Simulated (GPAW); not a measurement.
# Hf (Im-3m) in GPAW: notebook

The runs below take Hf through one-shot levels on a semilocal density, equation of state, with LDA, PBE.

All numbers are computed with GPAW 26.7.0; they aren't measurements. Logs are shortened: lines on timing, memory, paths and dates and some standing lists are left out, and cuts for length are marked. The log counts tension as positive stress, the text compression.

## (1) The crystal as given

It takes space group Im-3m (No. 229, cubic). Conventional cell: a = 3.610 Å, b = 3.610 Å, c = 3.610 Å, α = 90.00°, β = 90.00°, γ = 90.00°. Around Hf (site symmetry m-3m) lie 8 Hf at 3.13 Å.

This isn't the form of Hf at room conditions, which is hcp.

## (2) One-shot levels on a semilocal density, LDA

run.py reads:

```python
import numpy as np
from ase import Atoms
from ase.dft.bandgap import bandgap
from ase.io import write
from ase.units import GPa
from gpaw import GPAW, PW
from gpaw.hybrids import NonSelfConsistentHybridXCCalculator
from gpaw.hybrids.energy import non_self_consistent_energy

atoms = Atoms(['Hf'],
              cell=[[-1.805, 1.805, 1.805],
                    [1.805, -1.805, 1.805],
                    [1.805, 1.805, -1.805]],
              scaled_positions=[[0.0, 0.0, 0.0]],
              pbc=True)

calc = GPAW(mode=PW(500),
            xc='LDA',
            kpts={'size': (6, 6, 6), 'gamma': True},
            occupations={'name': 'fermi-dirac', 'width': 0.05},
            nbands=16,
            convergence={'density': 1e-05, 'energy': 1e-05, 'bands': 12, 'eigenstates': 1e-07},
            maxiter=150,
            txt='gpaw.txt')
atoms.calc = calc
energy = atoms.get_potential_energy()
forces = atoms.get_forces()
stress = atoms.get_stress()
calc.write('gs.gpw')
write('result.traj', atoms)
print(f'Energy: {energy:.6f} eV')
print('Forces (eV/A):')
print(forces.round(4))
print('Stress (GPa):', (stress / GPa).round(3))
print('Fermi level:', round(calc.get_fermi_level(), 4), 'eV')
print(f'Gap: {bandgap(calc)[0]:.4f} eV, direct: {bandgap(calc, direct=True)[0]:.4f} eV')

for xc in ['HSE06', 'PBE0', 'YS-PBE0']:
    e = non_self_consistent_energy(calc, xc).sum()
    print(f'{xc} energy on these orbitals: {e:.6f} eV')
    nsc = NonSelfConsistentHybridXCCalculator.from_dft_calculation(
        calc.dft, xc, log=f'levels-{xc}.txt')
    dft_skn, hyb_skn = nsc.calculate(calc.dft.ibzwfs, 0, 12)
    np.savetxt(f'levels-{xc}.dat', hyb_skn.reshape((-1, hyb_skn.shape[-1])), fmt='%.4f')
```

Potentials or basis: the program's PAW data sets (release 1.2.1) made for this functional, pw.

Started as:

```bash
> OMP_NUM_THREADS=1 python run.py
```

gpaw.txt:

```text
__  _  _
 | _ |_)|_||  |
 |__||  | ||/\| - 26.7.0

Input parameters:
  mode=PW(ecut=500.0),
  convergence={'density': 1e-05, 'energy': 1e-05, 'bands': 12, 'eigenstates': 1e-07},
  kpts=MonkhorstPack(size=(6, 6, 6), gamma=True),
  maxiter=150,
  nbands=16,
  occupations=Occupations(name='fermi-dirac', width=0.05),
  xc=XC(name='LDA')

Diagonalizing LCAO Hamiltonian
Converting LCAO to pw mode

       Hf

Atoms  # Å, Bohr magnetons
|   | symbol |        x |        y |        z |    initial magnetic moments |
|---|--------|----------|----------|----------|-----------------------------|
| 0 |     Hf | 0.000000 | 0.000000 | 0.000000 | ( 0.0000,  0.0000,  0.0000) |

Unit cell  # Å
| periodic |         x |         y |         z |  lengths |     angles |
|----------|-----------|-----------|-----------|----------|------------|
|      yes | -1.805000 |  1.805000 |  1.805000 | 3.126352 | 109.471221 |
|      yes |  1.805000 | -1.805000 |  1.805000 | 3.126352 | 109.471221 |
|      yes |  1.805000 |  1.805000 | -1.805000 | 3.126352 | 109.471221 |

Number of symmetries: 48
Symmetry operations  # r_c * U_cc + t_c -> r_c
|    | kind |            matrix            |
|----|------|------------------------------|
|  0 |  σ   |  1, 1, 1,  0, 0,-1,  0,-1, 0 |
|  1 |  C4  |  1, 1, 1,  0, 0,-1, -1, 0, 0 |
|  2 |  C2  |  1, 1, 1,  0,-1, 0,  0, 0,-1 |
|  3 |  S6  |  1, 1, 1,  0,-1, 0, -1, 0, 0 |
|  4 |  S6  |  1, 1, 1, -1, 0, 0,  0, 0,-1 |
|  5 |  C4  |  1, 1, 1, -1, 0, 0,  0,-1, 0 |
|  6 |  E   |  1, 0, 0,  0, 1, 0,  0, 0, 1 |
|  7 |  σ   |  1, 0, 0,  0, 1, 0, -1,-1,-1 |
|  8 |  σ   |  1, 0, 0,  0, 0, 1,  0, 1, 0 |
|  9 |  C3  |  1, 0, 0,  0, 0, 1, -1,-1,-1 |
| 10 |  C3  |  1, 0, 0, -1,-1,-1,  0, 1, 0 |
| 11 |  σ   |  1, 0, 0, -1,-1,-1,  0, 0, 1 |
| 12 |  σ   |  0, 1, 0,  1, 0, 0,  0, 0, 1 |
| 13 |  C2  |  0, 1, 0,  1, 0, 0, -1,-1,-1 |
| 14 |  C3  |  0, 1, 0,  0, 0, 1,  1, 0, 0 |
| 15 |  S4  |  0, 1, 0,  0, 0, 1, -1,-1,-1 |
| 16 |  S4  |  0, 1, 0, -1,-1,-1,  1, 0, 0 |
| 17 |  C3  |  0, 1, 0, -1,-1,-1,  0, 0, 1 |
| 18 |  C3  |  0, 0, 1,  1, 0, 0,  0, 1, 0 |
| 19 |  S4  |  0, 0, 1,  1, 0, 0, -1,-1,-1 |
| 20 |  σ   |  0, 0, 1,  0, 1, 0,  1, 0, 0 |
| 21 |  C3  |  0, 0, 1,  0, 1, 0, -1,-1,-1 |
| 22 |  C2  |  0, 0, 1, -1,-1,-1,  1, 0, 0 |
| 23 |  S4  |  0, 0, 1, -1,-1,-1,  0, 1, 0 |
| 24 |  C4  |  0, 0,-1,  1, 1, 1,  0,-1, 0 |
| 25 |  σ   |  0, 0,-1,  1, 1, 1, -1, 0, 0 |
| 26 |  S6  |  0, 0,-1,  0,-1, 0,  1, 1, 1 |
| 27 |  C2  |  0, 0,-1,  0,-1, 0, -1, 0, 0 |
| 28 |  C4  |  0, 0,-1, -1, 0, 0,  1, 1, 1 |
| 29 |  S6  |  0, 0,-1, -1, 0, 0,  0,-1, 0 |
| 30 |  S6  |  0,-1, 0,  1, 1, 1,  0, 0,-1 |
| 31 |  C4  |  0,-1, 0,  1, 1, 1, -1, 0, 0 |
| 32 |  C4  |  0,-1, 0,  0, 0,-1,  1, 1, 1 |
| 33 |  S6  |  0,-1, 0,  0, 0,-1, -1, 0, 0 |
| 34 |  σ   |  0,-1, 0, -1, 0, 0,  1, 1, 1 |
| 35 |  C2  |  0,-1, 0, -1, 0, 0,  0, 0,-1 |
| 36 |  C2  | -1, 0, 0,  1, 1, 1,  0, 0,-1 |
| 37 |  S6  | -1, 0, 0,  1, 1, 1,  0,-1, 0 |
| 38 |  S6  | -1, 0, 0,  0, 0,-1,  1, 1, 1 |
| 39 |  C2  | -1, 0, 0,  0, 0,-1,  0,-1, 0 |
| 40 |  C2  | -1, 0, 0,  0,-1, 0,  1, 1, 1 |
| 41 |  i   | -1, 0, 0,  0,-1, 0,  0, 0,-1 |
| 42 |  S4  | -1,-1,-1,  1, 0, 0,  0, 1, 0 |
| 43 |  C3  | -1,-1,-1,  1, 0, 0,  0, 0, 1 |
| 44 |  C3  | -1,-1,-1,  0, 1, 0,  1, 0, 0 |
| 45 |  σ   | -1,-1,-1,  0, 1, 0,  0, 0, 1 |
| 46 |  S4  | -1,-1,-1,  0, 0, 1,  1, 0, 0 |
| 47 |  C2  | -1,-1,-1,  0, 0, 1,  0, 1, 0 |

BZ-sampling:
  Number of BZ points: 216
  Number of IBZ points: 16

  Monkhorst-Pack size: [6, 6, 6]
  Monkhorst-Pack shift: [0.08333333333333333, 0.08333333333333333, 0.08333333333333333]

K-points  # in reciprocal-cell coordinates
|     |                                coordinates |     weight |
|-----|--------------------------------------------|------------|
|   0 | (  0.00000000,   0.00000000,   0.00000000) | 0.00462963 |
|   1 | (  0.16666667,   0.00000000,   0.00000000) | 0.05555556 |
|   2 | (  0.16666667,   0.16666667,  -0.16666667) | 0.02777778 |
|   3 | (  0.33333333,   0.00000000,  -0.16666667) | 0.11111111 |
|   4 | (  0.33333333,   0.00000000,   0.00000000) | 0.05555556 |
|   5 | (  0.33333333,   0.16666667,  -0.16666667) | 0.11111111 |
|   6 | (  0.33333333,   0.33333333,  -0.33333333) | 0.02777778 |
|   7 | (  0.33333333,   0.33333333,   0.16666667) | 0.05555556 |
|   8 | (  0.33333333,   0.33333333,   0.33333333) | 0.03703704 |
|   9 | (  0.50000000,   0.16666667,   0.16666667) | 0.03703704 |
| ... |                                            |            |
|  15 | (  0.50000000,   0.50000000,   0.50000000) | 0.00462963 |

Plane wave coefficients: 610
Cutoff: 500.0 eV

Spin-components: 1 (collinear spins)
Bands:           16
Projectors:      6
Spin-degeneracy: 2
Datatype:        complex128

Parallelization:
  kpt:    1
  domain: 1
  band:   1

Density:
  Valence electrons: 12.0
  Components: 1
  Grid points: [18 18 18]
  Charge: 0.0  # |e|

Potential:
  Grid points: [18 18 18]

species:
  Hf:
    name:    Hafnium
    Z:       72.0
    valence: 12
    core:    60
    charge:  0.0  # [|e|]
    compensation charges:
      type: gauss
      rc: 0.41  # [Å]
      lmax: 2
    cutoffs:
      filter: 2.36  # [Å]
      core: 4.02  # [Å]
    projectors
    | kind |    occ | energy [eV] | rcut [Å] |
    |------|--------|-------------|----------|
    |   5s |  2.000 |     -66.988 |    1.397 |
    |   6s |  2.000 |      -5.250 |    1.397 |
    |   5p |  6.000 |     -35.740 |    1.307 |
    |   6p |  0.000 |      -1.470 |    1.307 |
    |   5d |  2.000 |      -2.880 |    1.334 |
    |    d |        |      24.331 |    1.334 |

    Using partial waves for Hf as LCAO basis

Reference energy: -409641.328488  # eV

eigensolver:
  PPCG
  Converge bands: 12
  niter=2

density mixing:
  MSR1-Mixer
  Pratt-step length: 0.05
  Maximum mixing coefficient: 0.75
  Old densities: 10
  SVD Regularization: 0.005
  Good broyden scale: 1.0
  Trust region scale: 1.0
  Backstep threshold: 4.0
  History deletion threshold: 6.0
  Fourier metric: weight=20.0, sigma=0.015

occupation numbers:
  Fermi-Dirac:
    width: 0.0500  # eV

poisson solver:
  ecut: 4000.0  # eV

xc functional:
  name: None

convergence criteria:
- Maximum integral of absolute [dens]ity change: 1e-05 electrons / valence electron
- Maximum [total energy] change in last 3 cyles: 1e-05 eV / valence electron
- Maximum integral of absolute [eigenst]ate change: 1e-07 eV^2 / valence electron
maximum number of iterations: 150

SCF iterations
|iter     | |      energy | eigst |  dens |
|---------|-|-------------|-------|-------|
|iter:   1| |   -8.134024 | +1.51 |       |
|iter:   2| |   -8.114272 | -0.20 | -1.29 |
|iter:   3| |   -8.019245 | -1.30 | -1.33 |
|iter:   4| |   -8.022576 | -2.89 | -1.99 |
|iter:   5| |   -8.023566 | -4.26 | -2.40 |
|iter:   6| |   -8.023567 | -6.68 | -3.87 |
|iter:   7| |   -8.023567c| -7.84c| -4.28 |
|iter:   8| |   -8.023567c| -8.95c| -5.61c|

Converged in 8 steps
Energy contributions relative to reference atoms: (reference = -409641.328488)

Energy contributions:
  Kinetic:          -1.251910
  Coulomb:           0.776794
  Zero:             -0.492984
  External:          0.000000
  Xc:               -7.044620
  Entropy:          -0.021696
  Spinorbit:         0.000000
  ----------------------------
  Free energy:      -8.034415
  Extrapolated:     -8.023567

dipole moment: (-6.574645, -6.574645, -6.574645)  # |e|*Ang

Fermi level: 8.764
Eigenvalues  # (at kpt = [0.000, 0.000, 0.000])
| band index |      eig [eV] | occ [0-2] |
|------------|---------------|-----------|
|          0 |       -52.834 |     2.000 |
|          1 |       -21.327 |     2.000 |
|          2 |       -21.327 |     2.000 |
|          3 |       -21.327 |     2.000 |
|          4 |         1.908 |     2.000 |
|          5 |        10.117 |     0.000 |
|          6 |        10.117 |     0.000 |
|          7 |        10.117 |     0.000 |
|          8 |        12.749 |     0.000 |
|          9 |        12.749 |     0.000 |
|         10 |        22.039 |     0.000 |
|         11 |        22.039 |     0.000 |
|         12 |        22.039 |     0.000 |
|        ... |               |           |
|         15 |        31.910 |     0.000 |

No gap
No difference between direct/indirect transitions

Forces  # eV/Ang
|       x |        y |        z |
|---------|----------|----------|
| 0.00000 | -0.00000 | -0.00000 |  # Hf   0

Stress tensor  # eV/Ang^3
|         x |         y |         z |
|-----------|-----------|-----------|
|  0.075647 | -0.000000 | -0.000000 |
| -0.000000 |  0.075647 |  0.000000 |
| -0.000000 |  0.000000 |  0.075647 |

# Writing to gs.gpw (mode='')
```

Run time: 8.5 min. Hardware: 1 thread of Arm Neoverse V1, shared host; peak memory 0.43 GiB.

Results:

```
Free energy            : -8.0344 eV
Pressure               : -12.1 GPa
Band gap on the k mesh : none (metal or under the smearing width)
```

Levels at points of the mesh, in eV from the Fermi level:
```tsv
k point	band 3	band 4	band 5	band 6	band 7	band 8	band 9	band 10
(0.00, 0.00, 0.00)	-30.09	-30.09	-6.86	1.35	1.35	1.35	3.98	3.98
(0.50, 0.50, 0.00)	-30.32	-30.09	-3.26	-0.51	0.94	3.78	4.71	7.00
(0.50, 0.50, 0.50)	-30.58	-30.58	-2.40	-2.40	6.25	6.25	6.25	6.85
```

Caveat: the k mesh is coarse (spacing up to 0.41 Å⁻¹), so the values aren't converged; the cutoff is short for stress and forces, so pressures can be off by a GPa or more; one-shot exact exchange on a metal's smeared states is rough.

[end of part 1 of 2]
